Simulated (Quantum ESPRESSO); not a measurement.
# Sn (Fd-3m) in Quantum ESPRESSO: notebook, part 3 of 3

Quantum ESPRESSO 7.5. The steps go on from the part before.

### 6 Projected density of states, vdW-DF

File pw.in:

```
&CONTROL
  calculation = 'scf'
  prefix = 'pwscf'
  outdir = './tmp'
  pseudo_dir = './pseudo'
  tprnfor = .true.
  tstress = .true.
  disk_io = 'low'
  verbosity = 'high'
/
&SYSTEM
  space_group = 227
  A = 6.4666856
  nat = 1
  ntyp = 1
  ecutwfc = 45
  ecutrho = 360
  nbnd = 21
  input_dft = 'vdw-df'
  occupations = 'smearing'
  smearing = 'gaussian'
  degauss = 0.00734986
/
&ELECTRONS
  conv_thr = 4d-10
  electron_maxstep = 120
  mixing_beta = 0.5
/
ATOMIC_SPECIES
Sn   118.7100 sn_pbe_v1.4.uspp.F.UPF
ATOMIC_POSITIONS crystal_sg
Sn     0.2500000000    0.2500000000    0.2500000000
K_POINTS automatic
7 7 7 0 0 0
```

File pp_density.in:

```
&INPUTPP
  prefix = 'pwscf'
  outdir = './tmp'
  filplot = 'density.dat'
  plot_num = 0
/
&PLOT
  nfile = 1
  filepp(1) = 'density.dat'
  iflag = 3
  output_format = 6
  fileout = 'density.cube'
/
```

File pp_potential.in:

```
&INPUTPP
  prefix = 'pwscf'
  outdir = './tmp'
  filplot = 'potential.dat'
  plot_num = 11
/
&PLOT
  nfile = 1
  filepp(1) = 'potential.dat'
  iflag = 3
  output_format = 6
  fileout = 'potential.cube'
/
```

File nscf.in:

```
&CONTROL
  calculation = 'nscf'
  prefix = 'pwscf'
  outdir = './tmp'
  pseudo_dir = './pseudo'
  disk_io = 'low'
/
&SYSTEM
  space_group = 227
  A = 6.4666856
  nat = 1
  ntyp = 1
  ecutwfc = 45
  ecutrho = 360
  nbnd = 21
  input_dft = 'vdw-df'
  occupations = 'tetrahedra_opt'
/
&ELECTRONS
  conv_thr = 1d-08
  electron_maxstep = 120
  mixing_beta = 0.5
/
ATOMIC_SPECIES
Sn   118.7100 sn_pbe_v1.4.uspp.F.UPF
ATOMIC_POSITIONS crystal_sg
Sn     0.2500000000    0.2500000000    0.2500000000
K_POINTS automatic
11 11 11 0 0 0
```

File projwfc.in:

```
&PROJWFC
  prefix = 'pwscf'
  outdir = './tmp'
  filpdos = 'p'
  Emin = -7
  Emax = 18
  DeltaE = 0.05
/
```

Potentials or basis: GBRV 1.5 PBE.

Run with:

```sh
OMP_NUM_THREADS=1 pw.x -in pw.in > pw.out
OMP_NUM_THREADS=1 pp.x -in pp_density.in > pp_density.out
OMP_NUM_THREADS=1 pp.x -in pp_potential.in > pp_potential.out
OMP_NUM_THREADS=1 pw.x -in nscf.in > nscf.out
OMP_NUM_THREADS=1 projwfc.x -in projwfc.in > projwfc.out
```

pw.out:

```text
This program is part of the open-source Quantum ESPRESSO suite
     for quantum simulation of materials; please cite
         "P. Giannozzi et al., J. Phys.:Condens. Matter 21 395502 (2009);
         "P. Giannozzi et al., J. Phys.:Condens. Matter 29 465901 (2017);
         "P. Giannozzi et al., J. Chem. Phys. 152 154105 (2020);
[... 1167 lines left out ...]
                                0.00      0.00   6521.94

     local   stress (kbar)   -973.41     -0.00     -0.00
                               -0.00   -973.41      0.00
                               -0.00      0.00   -973.41

     nonloc. stress (kbar)   8078.76     -0.00     -0.00
                               -0.00   8078.76      0.00
                               -0.00      0.00   8078.76

     hartree stress (kbar)  10193.66     -0.00     -0.00
                               -0.00  10193.66     -0.00
                               -0.00     -0.00  10193.66

     exc-cor stress (kbar)  10363.70      0.00     -0.00
                                0.00  10363.70      0.00
                               -0.00      0.00  10363.70

     corecor stress (kbar) -15676.69     -0.00     -0.00
                               -0.00 -15676.69     -0.00
                               -0.00     -0.00 -15676.69

     ewald   stress (kbar) -18572.09     -0.00     -0.00
                               -0.00 -18572.09      0.00
                               -0.00      0.00 -18572.09

     hubbard stress (kbar)      0.00      0.00      0.00
                                0.00      0.00      0.00
                                0.00      0.00      0.00

     DFT-D   stress (kbar)      0.00      0.00      0.00
                                0.00      0.00      0.00
                                0.00      0.00      0.00

     XDM     stress (kbar)      0.00      0.00      0.00
                                0.00      0.00      0.00
                                0.00      0.00      0.00

     dft-nl  stress (kbar)    106.95      0.00     -0.00
                                0.00    106.95      0.00
                               -0.00      0.00    106.95

     TS-vdW  stress (kbar)      0.00      0.00      0.00
                                0.00      0.00      0.00
                                0.00      0.00      0.00

     MDB     stress (kbar)      0.00      0.00      0.00
                                0.00      0.00      0.00
                                0.00      0.00      0.00

     3D-RISM stress (kbar)      0.00      0.00      0.00
                                0.00      0.00      0.00
                                0.00      0.00      0.00

=------------------------------------------------------------------------------=
   JOB DONE.
=------------------------------------------------------------------------------=
```

pp_density.out:

```text
This program is part of the open-source Quantum ESPRESSO suite
     for quantum simulation of materials; please cite
         "P. Giannozzi et al., J. Phys.:Condens. Matter 21 395502 (2009);
         "P. Giannozzi et al., J. Phys.:Condens. Matter 29 465901 (2017);
         "P. Giannozzi et al., J. Chem. Phys. 152 154105 (2020);
     in publications or presentations arising from this work. More details at

[... 50 lines left out ...]
     Writing data to file  density.dat
     Reading data from file  density.dat

     Writing data to be plotted to file density.cube
     Plot Type: 3D                     Output format: Gaussian cube

=------------------------------------------------------------------------------=
   JOB DONE.
=------------------------------------------------------------------------------=
```

pp_potential.out:

```text
This program is part of the open-source Quantum ESPRESSO suite
     for quantum simulation of materials; please cite
         "P. Giannozzi et al., J. Phys.:Condens. Matter 21 395502 (2009);
         "P. Giannozzi et al., J. Phys.:Condens. Matter 29 465901 (2017);
         "P. Giannozzi et al., J. Chem. Phys. 152 154105 (2020);
     in publications or presentations arising from this work. More details at

[... 49 lines left out ...]
     Writing data to file  potential.dat
     Reading data from file  potential.dat

     Writing data to be plotted to file potential.cube
     Plot Type: 3D                     Output format: Gaussian cube

=------------------------------------------------------------------------------=
   JOB DONE.
=------------------------------------------------------------------------------=
```

Wall time 5.8 min (1 thread of Intel Xeon 6985P-C at 2.30GHz (Granite Rapids), shared host); peak memory 0.24 GiB.

What came out:

* Free energy: -4349.4801 eV
* Band gap on the k mesh: none (metal or under the smearing width)

Levels at points of the mesh, in eV from the Fermi level:
| k point | band 11 | band 12 | band 13 | band 14 | band 15 | band 16 | band 17 | band 18 |
| --- | --- | --- | --- | --- | --- | --- | --- | --- |
| (0.00, 0.00, 0.00) | -10.68 | -0.67 | 0.09 | 0.09 | 0.09 | 2.17 | 2.17 | 2.17 |

States per cell in windows of 1 eV (zero at the Fermi level; states under -8 eV left out):
| from (eV) | total | Sn#1 p wfc3 | Sn#2 p wfc3 | Sn#1 s wfc2 | Sn#2 s wfc2 | Sn#1 d wfc1 | Sn#2 d wfc1 |
| --- | --- | --- | --- | --- | --- | --- | --- |
| -8.0 | 0.34 | 0.05 | 0.05 | 0.12 | 0.12 | 0.00 | 0.00 |
| -7.0 | 0.88 | 0.18 | 0.18 | 0.26 | 0.26 | 0.00 | 0.00 |
| -6.0 | 0.48 | 0.11 | 0.11 | 0.13 | 0.13 | 0.00 | 0.00 |
| -5.0 | 0.24 | 0.05 | 0.05 | 0.06 | 0.06 | 0.00 | 0.00 |
| -4.0 | 0.72 | 0.32 | 0.32 | 0.04 | 0.04 | 0.00 | 0.00 |
| -3.0 | 1.63 | 0.77 | 0.77 | 0.04 | 0.04 | 0.00 | 0.00 |
| -2.0 | 1.44 | 0.70 | 0.70 | 0.02 | 0.02 | 0.00 | 0.00 |
| -1.0 | 0.38 | 0.18 | 0.18 | 0.00 | 0.00 | 0.00 | 0.00 |
| 0.0 | 0.29 | 0.09 | 0.09 | 0.05 | 0.05 | 0.00 | 0.00 |
| 1.0 | 1.61 | 0.51 | 0.51 | 0.21 | 0.21 | 0.00 | 0.00 |
| 2.0 | 1.19 | 0.43 | 0.43 | 0.10 | 0.10 | 0.00 | 0.00 |
| 3.0 | 1.54 | 0.60 | 0.60 | 0.05 | 0.05 | 0.00 | 0.00 |
| 4.0 | 1.64 | 0.55 | 0.55 | 0.04 | 0.04 | 0.00 | 0.00 |
| 5.0 | 1.27 | 0.39 | 0.39 | 0.04 | 0.04 | 0.00 | 0.00 |
| 6.0 | 1.24 | 0.17 | 0.17 | 0.01 | 0.01 | 0.00 | 0.00 |
| 7.0 | 1.82 | 0.12 | 0.12 | 0.02 | 0.02 | 0.00 | 0.00 |

Caveat: the potentials were made for another functional, which shifts forces and pressure; the cutoff is too short for stress, so the log's stress isn't used; the cutoff lies well under what these potentials need, so the values aren't converged.

### 7 Summary

| task | level | potentials or basis | cutoff (eV) | smearing | dos occupations | other keys | gap on the mesh (eV) | pressure (GPa) |
| --- | --- | --- | --- | --- | --- | --- | --- | --- |
| band structure | vdW-DF | PseudoDojo 0.4.1 SR PBE standard | 980 | fermi-dirac 0.05 eV | - | - | none | 5.9 |
| band structure | vdW-DF2 | PseudoDojo 0.4.1 SR PBE standard | 980 | fermi-dirac 0.05 eV | - | - | none | 7.9 |
| band structure | HLE16 | PseudoDojo 0.4.1 SR PBE standard | 980 | fermi-dirac 0.05 eV | - | - | none | -2.3 |
| band structure | PBE | GBRV 1.5 PBE | 612 | fermi-dirac 0.05 eV | - | - | none | - |
| projected density of states | vdW-DF | GBRV 1.5 PBE | 612 | gaussian 0.1 eV | tetrahedra_opt | verbose = yes | none | - |

Alike in all rows: no spin polarisation; cell as given; k mesh 7 × 7 × 7.

Caveats: the potentials were made for another functional, which shifts forces and pressure (some runs); spin-orbit coupling is left out, which moves the levels of the heavy elements (some runs); the cutoff lies well under what these potentials need, so the values aren't converged (some runs); the potentials were made for a functional far from this one (some runs).

Absolute energies hang on the potentials; compare differences alone.
